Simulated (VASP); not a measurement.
Wanted: the native input for a VASP 6.6.1 run.

```
Task                   : relaxation of cell and atoms
Functional             : PBEsol
Potentials or basis    : VASP PAW PBE potentials, release 64 (In_d, P)
Cutoff                 : 600 eV
k mesh                 : 8 × 8 × 8
Occupations            : gaussian, width 0.03 eV
Spin                   : no spin polarisation
Further INCAR settings : ALGO = Normal; EDIFF = 1e-07; IBRION = 2; EDIFFG = -0.005; NSW = 90; ISIF = 3
```

The structure of InP lies in POSCAR:

```
InP                                     
1.0
    0.0000000000      2.9393308169      2.9393308169
    2.9393308169      0.0000000000      2.9393308169
    2.9393308169      2.9393308169      0.0000000000
  In              P             
     1     1
Direct
     0.0000000000000000    0.0000000000000000    0.0000000000000000
     0.2500000000000000    0.2500000000000000    0.2500000000000000
```

The cell was built by a generator and needn't be a form met in nature.

One way to write it, as run:

INCAR

```
PREC = Accurate
ENCUT = 600
EDIFF = 1E-7
ISMEAR = 0
SIGMA = 0.03
LREAL = F
LASPH = T
NELM = 80
ALGO = Normal
ISIF = 3
LWAVE = F
LCHARG = F
GGA = PS
IBRION = 2
NSW = 90
EDIFFG = -0.005
KPAR = 2
```

KPOINTS

```
Automatic mesh
0
Gamma
  8 8 8
```

Potentials or basis: VASP PAW PBE potentials, release 64 (In_d, P).

Run with:

```sh
$ cat potpaw_PBE.64/In_d/POTCAR potpaw_PBE.64/P/POTCAR > POTCAR
$ mpirun -np 2 vasp_std > vasp.out
```

It gave:

```yaml
Pressure_after_relaxing: 0.0 GPa
Band_gap_on_the_k_mesh: 0.57 eV, direct
```

Caveat: the relaxation stopped at its first step, so nothing moved; the PAW data sets were made with another functional, which shifts forces and pressure a little; spin-orbit coupling is left out, which moves the levels of the heavy elements.

Wall time 7.3 s on 2 MPI ranks on Intel(R) Xeon(R) 6975P-C (Granite Rapids), with other jobs on the host, peak memory 0.2 GiB a rank.
